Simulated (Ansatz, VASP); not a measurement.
**Ir in VASP and in Ansatz**

File INCAR:

```
SYSTEM = Ir
PREC = Accurate ; ENCUT = 520
EDIFF = 1E-6 ; ISMEAR = -1
SIGMA = 0.1 ; LREAL = .False.
LASPH = .True. ; NELM = 80
ALGO = Normal ; ISIF = 2
LWAVE = .False. ; LCHARG = .False.
GGA = RE ; NBANDS = 16
```

The input KPOINTS:

```
Automatic mesh
0
Gamma
  15 15 8
  0 0 0
```

File POSCAR:

```
Ir
1.0
    2.7566050932      0.0000000000      0.0000000000
   -1.3783025466      2.3872900389      0.0000000000
    0.0000000000      0.0000000000      4.4702982130
Ir
2
Direct
    0.3333333333      0.6666666667      0.2500000000
    0.6666666667      0.3333333333      0.7500000000
```

Input for Ansatz:

```yaml
crystal:
  lattice:
    - [2.7566050932, 0.0, 0.0]
    - [-1.3783025466, 2.3872900389, 0.0]
    - [0.0, 0.0, 4.470298213]
  atoms:
    - { symbol: Ir, position: [0.3333333333, 0.6666666667, 0.25] }
    - { symbol: Ir, position: [0.6666666667, 0.3333333333, 0.75] }
hamiltonian:
  xc: revpbe
  pseudopotentials:
    kind: paw
    azcp:
      Ir: "pseudopotentials/Ir.paw.azcp"
basis:
  ecutwfc: 420
  fft_grid_basis: typed
kpoints:
  mp_grid: { grid: [15, 15, 8], shift: [0, 0, 0] }
magnetization:
  spin_polarized: false
scf:
  occupations: { method: fermi_dirac, width: 0.1 }
  lower_state_search: "off"
output:
  stress: true
```

Alike in both runs: task single point; functional revPBE; k mesh 15 × 15 × 8; occupations fermi-dirac, width 0.1 eV; no spin polarisation.

```csv
,VASP,Ansatz
version,VASP 6.6.1,Ansatz 0.2.0
potentials or method,"VASP PAW PBE potentials, release 64 (Ir)","plane waves (420 eV) with PAW, scalar-relativistic"
plane-wave cutoff (eV),520,420
valence electrons in the cell,18,34
```

Ansatz gave:

| Quantity | Value |
| --- | --- |
| pressure (GPa) | -0.1 |
| largest component of the traceless stress (GPa) | 0.14 |

**Question.** Which values does VASP return?

**Answer.** Pressure (GPa): 0.3; largest component of the traceless stress (GPa): 0.10.

The two sets of potentials don't hold the same shells in valence.

Caveats: the PAW data sets were made with another functional, which shifts forces and pressure a little (VASP). The runs have no spin-orbit coupling, so splittings on Ir are missing.
